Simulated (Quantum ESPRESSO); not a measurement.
The system is SnTe.

```
Te Sn
1.0
     0.00000    3.15085    3.15085
     3.15085    0.00000    3.15085
     3.15085    3.15085    0.00000
Te Sn
1 1
Direct
  0.50000 0.50000 0.50000
  0.00000 0.00000 0.00000
```

Base run:

- Program: Quantum ESPRESSO 7.5
- Functional: PBEsol
- Potentials or basis: GBRV 1.5 PBEsol
- Cutoff: 925 eV
- Density cutoff: 7401 eV
- k mesh: 7 × 7 × 7
- Occupations: fermi-dirac, width 0.05 eV
- Spin: no spin polarisation

Its results: pressure -0.6 GPa.

Q: The run is repeated on the same cell with these changes: functional from PBEsol to LDA; potentials or basis from GBRV 1.5 PBEsol to GBRV 1.5 LDA. What comes out?

A: Pressure -1.8 GPa.
